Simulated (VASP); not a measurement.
# Zn in VASP: work function with PBE

Aim: the work function of Zn with PBE.

Everything below comes from runs of VASP 6.6.1. Logs are shortened: lines on timing, memory, paths and dates and some standing lists are left out, and cuts for length are marked.

## (1) The cell of the first run

The cell holds a slab with vacuum, 6 atoms: a = 2.665 Å, b = 2.665 Å, c = 27.367 Å, α = 90.00°, β = 90.00°, γ = 120.00°.

The slab is cut from a database's or a generator's crystal, which needn't be the stable form of the element.

## (2) Work function, PBE (the (0 0 1) slab of Zn, cut from the database cell, not relaxed)

INCAR reads:

```
SYSTEM = Zn
  PREC = Accurate
  ENCUT = 520
  EDIFF = 1E-7
  ISMEAR = 0
  SIGMA = 0.05
  LREAL = .FALSE.
  LASPH = .TRUE.
  NELM = 80
  ALGO = Normal
  ISIF = 2
  LWAVE = .FALSE.
  LCHARG = .TRUE.
  LDIPOL = .TRUE.
  IDIPOL = 3
  DIPOL = 0.5 0.5 0.500
  GGA = PE
  LELF = .TRUE.
  LVHAR = .TRUE.
  LVACPOTAV = .TRUE.
```

KPOINTS reads:

```
Automatic mesh
0
G
  11 11 1
  0 0 0
```

POSCAR reads:

```
Zn
1.0
    2.6647980532      0.0000000000      0.0000000000
   -1.3323990266      2.3077828100      0.0000000000
    0.0000000000      0.0000000000     27.3667500000
Zn
6
Direct
    0.6666666667      0.3333333334      0.2740551947
    0.3333333333      0.6666666666      0.3644331168
    0.6666666667      0.3333333334      0.4548110389
    0.3333333333      0.6666666666      0.5451889611
    0.6666666667      0.3333333334      0.6355668832
    0.3333333333      0.6666666666      0.7259448053
```

Potentials or basis: VASP PAW PBE potentials, release 64 (Zn).

On the command line:

```
$ cat potpaw_PBE.64/Zn/POTCAR > POTCAR
$ mpirun -np 1 vasp_std > vasp.out
```

OUTCAR:

```text
SYSTEM = Zn
   PREC = Accurate
   ENCUT = 520
   EDIFF = 1E-7
   ISMEAR = 0
   LREAL = .FALSE.
   LASPH = .TRUE.
   NELM = 80
   ISIF = 2
   GGA = PE

 ion  position               nearest neighbor table
   1  0.667  0.333  0.274-   2 2.91   2 2.91   2 2.91
   2  0.333  0.667  0.364-   3 2.91   3 2.91   1 2.91   1 2.91   3 2.91   1 2.91
   3  0.667  0.333  0.455-   2 2.91   2 2.91   2 2.91   4 2.91   4 2.91   4 2.91
   4  0.333  0.667  0.545-   5 2.91   5 2.91   5 2.91   3 2.91   3 2.91   3 2.91
   5  0.667  0.333  0.636-   4 2.91   4 2.91   6 2.91   6 2.91   4 2.91   6 2.91
   6  0.333  0.667  0.726-   5 2.91   5 2.91   5 2.91

  LATTYP: Found a hexagonal cell.
 ALAT       =     2.6647980532
 C/A-ratio  =    10.2697275567

  Lattice vectors:

 A1 = (   2.6647980532,   0.0000000000,   0.0000000000)
 A2 = (  -1.3323990266,   2.3077828100,   0.0000000000)
 A3 = (   0.0000000000,   0.0000000000,  27.3667500000)

Analysis of symmetry for initial positions (statically):
=====================================================================
 Subroutine PRICEL returns:
 Original cell was already a primitive cell.

 Routine SETGRP: Setting up the symmetry group for a
 hexagonal supercell.

 Subroutine GETGRP returns: Found 12 space group operations
 (whereof 12 operations were pure point group operations)
 out of a pool of 24 trial point group operations.

The static configuration has the point symmetry D_3d.

Analysis of symmetry for dynamics (positions and initial velocities):
=====================================================================
 Subroutine PRICEL returns:
 Original cell was already a primitive cell.

 Routine SETGRP: Setting up the symmetry group for a
 hexagonal supercell.

 Subroutine GETGRP returns: Found 12 space group operations
 (whereof 12 operations were pure point group operations)
 out of a pool of 24 trial point group operations.

The dynamic configuration has the point symmetry D_3d.

 Subroutine INISYM returns: Found 12 space group operations
 (whereof 12 operations are pure point group operations),
 and found     1 'primitive' translations

----------------------------------------------------------------------------------------

                                     Primitive cell

  volume of cell :     168.2994

  direct lattice vectors                    reciprocal lattice vectors
     2.664798053  0.000000000  0.000000000     0.375262958  0.216658170  0.000000000
    -1.332399027  2.307782810  0.000000000     0.000000000  0.433316340  0.000000000
     0.000000000  0.000000000 27.366750000     0.000000000  0.000000000  0.036540693

  length of vectors
     2.664798053  2.664798053 27.366750000     0.433316340  0.433316340  0.036540693

  position of ions in fractional coordinates (direct lattice)
     0.666666667  0.333333333  0.274055195
     0.333333333  0.666666667  0.364433117
     0.666666667  0.333333333  0.454811039
     0.333333333  0.666666667  0.545188961
     0.666666667  0.333333333  0.635566883
     0.333333333  0.666666667  0.725944805

  ion indices of the primitive-cell ions
   primitive index   ion index
                 1           1
                 2           2
                 3           3
                 4           4
                 5           5
                 6           6

----------------------------------------------------------------------------------------

 KPOINTS: Automatic mesh

Automatic generation of k-mesh.
 Grid dimensions read from file:
 generate k-points for:   11   11    1

 Generating k-lattice:

  Cartesian coordinates                     Fractional coordinates (reciprocal lattice)
     0.034114814  0.019696197  0.000000000     0.090909091  0.000000000  0.000000000
     0.000000000  0.039392395  0.000000000     0.000000000  0.090909091  0.000000000
     0.000000000  0.000000000  0.036540693     0.000000000  0.000000000  1.000000000

  Length of vectors
     0.039392395  0.039392395  0.036540693

  Shift w.r.t. Gamma in fractional coordinates (k-lattice)
     0.000000000  0.000000000  0.000000000

 Subroutine IBZKPT returns following result:
 ===========================================

 Found     16 irreducible k-points:

 Following reciprocal coordinates:
            Coordinates               Weight
  0.000000  0.000000  0.000000      1.000000
  0.090909  0.000000  0.000000      6.000000
  0.181818  0.000000  0.000000      6.000000
  0.272727  0.000000  0.000000      6.000000
  0.363636  0.000000  0.000000      6.000000
  0.454545  0.000000  0.000000      6.000000
[... 8 lines left out ...]
  0.272727  0.272727  0.000000      6.000000
  0.363636  0.272727  0.000000      6.000000
   k-points           NKPTS =     16   k-points in BZ     NKDIM =     16   number of bands    NBANDS=     43
   number of dos      NEDOS =    301   number of ions     NIONS =      6
   total plane-waves  NPLWV =  84000
   dimension x,y,z NGX =    20 NGY =   20 NGZ =  210
   dimension x,y,z NGXF=    40 NGYF=   40 NGZF=  420
   ions per type =               6
   NGX,Y,Z   is equivalent  to a cutoff of  12.48, 12.48, 12.76 a.u.
   NGXF,Y,Z  is equivalent  to a cutoff of  24.95, 24.95, 25.51 a.u.
 SYSTEM =  Zn
   PREC   = accura    normal or accurate (medium, high low for compatibility)
   ISTART =      0    job   : 0-new  1-cont  2-samecut
   ICHARG =      2    charge: 1-file 2-atom 10-const
   ISPIN  =      1    spin polarized calculation?
   LNONCOLLINEAR =      F non collinear calculations
   LSORBIT =      F    spin-orbit coupling
   LASPH  =      T    aspherical Exc in radial PAW
   ENCUT  =  520.0 eV  38.22 Ry    6.18 a.u.   4.95  4.95 50.88*2*pi/ulx,y,z
   NELM   =     80;   NELMIN=  2; NELMDL= -5     # of ELM steps
   EDIFF  = 0.1E-06   stopping-criterion for ELM
   LREAL  =      F    real-space projection
   EDIFFG = 0.1E-05   stopping-criterion for IOM
   NSW    =      0    number of steps for IOM
   IBRION =     -1    ionic relax: 0-MD 1-quasi-New 2-CG
   NFREE  =      0    steps in history (QN), initial steepest desc. (CG)
   ISIF   =      2    stress and relaxation
   ISYM   =      2    0-nonsym 1-usesym 2-fastsym
   POTIM  = 0.5000    time-step for ionic-motion
   TEBEG  =    0.0;   TEEND  =   0.0 temperature during run
   PSTRESS=    0.0 pullay stress
   NELECT =      72.0000    total number of electrons
   NUPDOWN=      -1.0000    fix difference up-down
   EMIN   =  10.00;   EMAX   =-10.00  energy-range for DOS
   EFERMI =   0.00;   METHOD = LEGACY
   ISMEAR =     0;   SIGMA  =   0.05  broadening in eV -4-tet -1-fermi 0-gaus
   EFERMI_NEDOS =   21; number of points for ismear=-14 and -15
   IALGO  =     38    algorithm
   IMIX   =      4    mixing-type and parameters
     AMIX     =   0.40;   BMIX     =  1.00
     AMIX_MAG =   1.60;   BMIX_MAG =  1.00
  volume/ion in A,a.u.               =      28.05       189.29
  Fermi-wavevector in a.u.,A,eV,Ry     =   1.233554  2.331079 20.703381  1.521656
  Thomas-Fermi vector in A             =   2.368280
   LORBIT       =      0    0 simple, 1 ext, 2 COOP (PROOUT), +10 PAW based schemes
   GGA     = PE    functional components
   LHFCALC =     F    Hartree Fock is set to
   AEXX    =    0.0000 exact exchange contribution
   IVDW    =     0    specifies the selected vdW correction
   LEPSILON=     F    determine dielectric tensor
   LRPA    =     F    only Hartree local field effects (RPA)
 non-spin polarized calculation
 Gauss-broadening in eV      SIGMA  =   0.05
  energy-cutoff  :      520.00
  volume of cell :      168.30
 maximum number of plane-waves:      4597
 NGX is ok and might be reduce to    20
   NGX =  9   NGY =  9   NGZ =101

 dipolmoment           0.000000      0.000000     -0.000000 electrons x Angstroem

 number of electron      71.9999965 magnetization

 dipolmoment           0.000000      0.000000      0.000000 electrons x Angstroem

 Free energy of the ion-electron system (eV)
  ---------------------------------------------------
  ext. energy  EPLUGINS =         0.00000000
  ---------------------------------------------------
  free energy    TOTEN  =        -6.30652742 eV

  energy without entropy =       -6.29747783  energy(sigma->0) =       -6.30200262

 E-fermi :  -0.2954     XC(G=0):  -6.8623

 val. band max:       -0.3066749723   @ k =   0.3636   0.0909   0.0000
 cond. band min:      -0.2650768645   @ k =   0.3636   0.1818   0.0000
 fundamental gap:      0.0415981078
 Fermi energy:        -0.2954229916

 k-point     1 :       0.0000    0.0000    0.0000
  band No.  band energies     occupation
      1     -10.3615      2.00000
      2      -9.9578      2.00000
      3      -9.3638      2.00000
      4      -8.8801      2.00000
      5      -8.7259      2.00000
      6      -8.7008      2.00000
[... 35 lines left out ...]
     42       4.6837      0.00000
     43       4.8259      0.00000

 k-point     2 :       0.0909    0.0000    0.0000
  band No.  band energies     occupation
      1     -10.1187      2.00000
      2      -9.7205      2.00000
      3      -9.1459      2.00000
      4      -8.7142      2.00000
      5      -8.6005      2.00000
      6      -8.5921      2.00000
[... 35 lines left out ...]
     42       4.9162      0.00000
     43       5.0576      0.00000

 k-point     3 :       0.1818    0.0000    0.0000
  band No.  band energies     occupation
      1      -9.4292      2.00000
      2      -9.0692      2.00000
      3      -8.6083      2.00000
      4      -8.3797      2.00000
      5      -8.3347      2.00000
      6      -8.3329      2.00000
[... 551 lines left out ...]
      6      -8.0265      2.00000
[... 35 lines left out ...]
     42       3.4442      0.00000
     43       4.0399      0.00000

 k-point    16 :       0.3636    0.2727    0.0000
  band No.  band energies     occupation
      1      -8.1377      2.00000
      2      -8.1153      2.00000
      3      -8.0707      2.00000
      4      -8.0377      2.00000
      5      -8.0142      2.00000
      6      -7.9987      2.00000
[... 35 lines left out ...]
     42       2.8840      0.00000
     43       3.1612      0.00000

------------------------ aborting loop because EDIFF is reached ----------------------------------------

  FORCE on cell =-STRESS in cart. coord.  units (eV):
  Direction    XX          YY          ZZ          XY          YZ          ZX
  --------------------------------------------------------------------------------------
  -------------------------------------------------------------------------------------
  Total       -0.9033986     -0.9033986     -0.1792215      0.0000000      0.0000000      0.0000000
  in kB       -8.6001802     -8.6001802     -1.7061541      0.0000000      0.0000000      0.0000000
  external PRESSURE =      -6.3021715 kB  Pullay stress =       0.0000000 kB

 VOLUME and BASIS-vectors are now :
 -----------------------------------------------------------------------------
  energy-cutoff  :      520.00
  volume of cell :      168.30
      direct lattice vectors                 reciprocal lattice vectors
     2.664798053  0.000000000  0.000000000     0.375262958  0.216658170  0.000000000
    -1.332399027  2.307782810  0.000000000     0.000000000  0.433316340  0.000000000
     0.000000000  0.000000000 27.366750000     0.000000000  0.000000000  0.036540693

 POSITION                                       TOTAL-FORCE (eV/Angst)
 -----------------------------------------------------------------------------------
      1.33240      0.76926      7.50000         0.000000     -0.000000     -0.029228
     -0.00000      1.53852      9.97335        -0.000000     -0.000000      0.100262
      1.33240      0.76926     12.44670        -0.000000      0.000000     -0.075961
     -0.00000      1.53852     14.92005        -0.000000     -0.000000      0.075961
      1.33240      0.76926     17.39340         0.000000      0.000000     -0.100262
     -0.00000      1.53852     19.86675        -0.000000      0.000000      0.029228
 -----------------------------------------------------------------------------------
    total drift:                                0.000000     -0.000000      0.000000

  FREE ENERGIE OF THE ION-ELECTRON SYSTEM (eV)
  ---------------------------------------------------
  free  energy   TOTEN  =        -6.3065274159 eV

  energy  without entropy=       -6.2974778315  energy(sigma->0) =       -6.30200262

 vacuum level on the upper side and lower side of the slab         3.866         3.866
```

It took 2.1 min on 1 thread of AMD EPYC 9R45 (Zen 5), shared host; peak memory 0.27 GiB.

Results:

* Free energy: -6.3065 eV
* Largest force: 0.100 eV/Å
* Band gap on the k mesh: none (metal or under the smearing width)
* Work function of the upper face: 4.16 eV
* Work function of the lower face: 4.16 eV

Forces on the atoms (eV/Å):
```
Zn   0.000  0.000 -0.029
Zn   0.000  0.000  0.100
Zn   0.000  0.000 -0.076
Zn   0.000  0.000  0.076
Zn   0.000  0.000 -0.100
Zn   0.000  0.000  0.029
```
